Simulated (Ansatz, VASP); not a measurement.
# InAs: VASP beside Ansatz

Contents of INCAR:

```
  ALGO = Normal
  EDIFF = 1E-7
  ENCUT = 520
  GGA = CA
  ISIF = 2
  ISMEAR = 0
  LASPH = True
  LCHARG = True
  LELF = True
  LREAL = False
  LVHAR = True
  LWAVE = False
  NBANDS = 16
  NELM = 100
  PREC = Accurate
  SIGMA = 0.05
```

The input KPOINTS:

```
k-points
0
Gamma
  6 6 6
```

File POSCAR:

```
InAs
1.0
    0.0000000000      3.0341823144      3.0341823144
    3.0341823144      0.0000000000      3.0341823144
    3.0341823144      3.0341823144      0.0000000000
In As
1 1
Direct
    0.0000000000      0.0000000000      0.0000000000
    0.7500000000      0.7500000000      0.7500000000
```

Input for Ansatz:

```yaml
crystal:
  lattice:
    - [0.0, 3.0341823144, 3.0341823144]
    - [3.0341823144, 0.0, 3.0341823144]
    - [3.0341823144, 3.0341823144, 0.0]
  atoms:
    - { symbol: In, position: [0.0, 0.0, 0.0] }
    - { symbol: As, position: [0.75, 0.75, 0.75] }
basis:
  ecutwfc: 420
  ecutrho_ratio: 4
kpoints:
  mp_grid: { grid: [6, 6, 6] }
hamiltonian:
  xc: lda
scf:
  occupations: { method: gaussian, width: 0.05 }
output:
  forces: true
  stress: true
  eigenvalues: true
```

Alike in both runs: task single point; functional LDA; k mesh 6 × 6 × 6; occupations gaussian, width 0.05 eV; no spin polarisation.

|  | VASP | Ansatz |
| --- | --- | --- |
| version | VASP 6.6.1 | Ansatz 0.2.0 |
| potentials or method | VASP PAW LDA potentials, release 64 (In_d, As) | scalar-relativistic, plane waves, PAW |
| plane-wave cutoff (eV) | 520 | 420 |
| valence electrons in the cell | 18 | 28 |

Ansatz gave:

* gap on the k mesh at the Fermi level (eV): none
* pressure (GPa): -1.1

Task: What did VASP give for the same quantities?

Result: gap on the k mesh at the Fermi level (eV): none; pressure (GPa): -1.0.

A gap of «none» marks a metal or a gap that the smearing closes. The two sets of potentials don't hold the same shells in valence.
